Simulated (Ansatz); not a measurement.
Polymorphs of CoSbH4

Method: DFT PBE, scalar-relativistic, plane waves, PAW in Ansatz. Settings: cutoff 420 eV, Γ-centred meshes spaced at most about 0.3 Å⁻¹, and about 0.25 Å⁻¹ or finer for metals (2π included), Gaussian smearing. Spin is collinear in cells that carry moments; the others ran without spin or lost their moments.

The zero of energy is the elements' standard structures at the same level (H₂ as a molecule); no fitted shifts are applied.

Temperature and zero-point effects are left out. The comparison covers the computed candidates alone. The k mesh leaves some 4 meV/atom of noise in the energy of each metallic cell. No dispersion correction is applied, so the spacing and binding between layers, chains or molecules are poorly described (Cmmm at 13.2 Å³/atom, Cmmm at 14.2 Å³/atom, Cmmm at 12.1 Å³/atom, P4/mmm at 11.5 Å³/atom, Cmmm at 18.2 Å³/atom and others), and this can change margins and order among such cells. These runs have no spin–orbit coupling, which can matter for Sb. A magnetic state wasn't ruled out in cells without spin, among them P4/mmm at 11.5 Å³/atom, Cmmm at 18.2 Å³/atom, P4/mmm at 18.4 Å³/atom, Cmmm at 11.0 Å³/atom. With hydrogen, zero-point motion can shift formation energies by some tens of meV/atom. The magnetic state reached may not be the lowest.

Invented guesses were relaxed alike, and ends that match in structure, energy and magnetic state were merged. ΔE counts from the first row. Coordination counts H or Sb atoms around Co (for each partner element, those within 1.25 times its shortest distance or 1.15 times the sum of covalent radii, where it is the nearest in units of that sum or under 1.3).

| # | reached from | type and space group | atoms | Å³/atom | coordination | ΔE (meV/atom) | gap on mesh (eV) | moments |
| --- | --- | --- | --- | --- | --- | --- | --- | --- |
| 1 | random cell | Cmmm (No. 65) | 12 | 13.2 | Co 8 | 0 | 0.00 | opposed, 0.4 μB |
| 2 | random cell | Cmmm (No. 65) | 6 | 14.2 | Co 8 | 2 | 0.00 | parallel, 0.4 μB |
| 3 | random cell | Cmmm (No. 65) | 6 | 12.1 | Co 8 | 14 | 0.00 | none |
| 4 | NbVH4 type (P4/mmm) | P4/mmm (No. 123) | 6 | 11.5 | Co 8 | 27 | 0.00 | none |
| 5 | random cell | P6/mmm (No. 191) | 6 | 9.6 | Co 8 | 36 | 0.00 | none |
| 6 | random cell | Cmmm (No. 65) | 6 | 18.2 | Co 4 | 36 | 0.00 | none |
| 7 | random cell | P4/mmm (No. 123) | 6 | 18.4 | Co 4 | 38 | 0.00 | none |
| 8 | random cell | Cmmm (No. 65) | 6 | 11.0 | Co 8 | 65 | 0.00 | none |

The first two are tied within the noise. The first: Space group Cmmm (No. 65), orthorhombic, a = 5.259 Å, b = 5.364 Å, c = 5.611 Å. Around Co lie 4 H at 1.60 Å and 4 Sb at 2.63–2.68 Å; around H lie 1 H at 0.88 Å, 1 Co at 1.60 Å, 1 H at 2.53 Å, 1 H at 2.68 Å and 1 Sb at 2.68 Å; around Sb lie 4 Co at 2.63–2.68 Å and 4 H at 2.68 Å. The opposed moments need a cell of 12 atoms. Its energy over the elements is +0.28 eV/atom. It can't be a ground state, since the elements alone are lower. An observed structure of this formula, if there is one, may be missing.

```cif
data_structure
_symmetry_space_group_name_H-M 'P 1'
_symmetry_Int_Tables_number 1
_cell_length_a 3.7558
_cell_length_b 3.7558
_cell_length_c 11.2225
_cell_angle_alpha 90.000
_cell_angle_beta 90.000
_cell_angle_gamma 91.136
_cell_volume 158.28
loop_
_atom_site_label
_atom_site_type_symbol
_atom_site_fract_x
_atom_site_fract_y
_atom_site_fract_z
_atom_site_occupancy
Co1 Co 0.50000 0.50000 0.50000 1
H1 H 0.58329 0.58329 0.63730 1
H2 H 0.41671 0.41671 0.63730 1
H3 H 0.41671 0.41671 0.36270 1
H4 H 0.58329 0.58329 0.36270 1
H5 H 0.58329 0.58329 0.13730 1
H6 H 0.41671 0.41671 0.13730 1
H7 H 0.41671 0.41671 0.86270 1
H8 H 0.58329 0.58329 0.86270 1
Sb1 Sb 0.00000 0.00000 0.50000 1
Co2 Co 0.50000 0.50000 0.00000 1
Sb2 Sb 0.00000 0.00000 0.00000 1
```

The second: Space group Cmmm (No. 65), orthorhombic, a = 5.261 Å, b = 5.366 Å, c = 6.034 Å. Co has 4 H at 1.60 Å and 4 Sb at 2.63–2.68 Å; H has 1 H at 0.87 Å, 1 Co at 1.60 Å and 1 Sb at 2.68 Å; around Sb lie 4 Co at 2.63–2.68 Å and 4 H at 2.68 Å. Counting H or Sb atoms around Co, the first and the second both have Co 8. The first and the second both hold H–H pairs. The first is the arrangement of the second with opposed moments near 0.4 μB. Cells relaxed within their symmetry can be saddle points.

```
Co H Sb
1.0
     2.63038   -2.68304    0.00000
     2.63038    2.68304    0.00000
     0.00000    0.00000    6.03379
Co H Sb
1 4 1
Direct
  0.50000 0.50000 0.50000
  0.58311 0.58311 0.75593
  0.41689 0.41689 0.75593
  0.41689 0.41689 0.24407
  0.58311 0.58311 0.24407
  0.00000 0.00000 0.50000
```

Some structure types and database cells were kept out of the candidates from the start, so a known form may be missing.
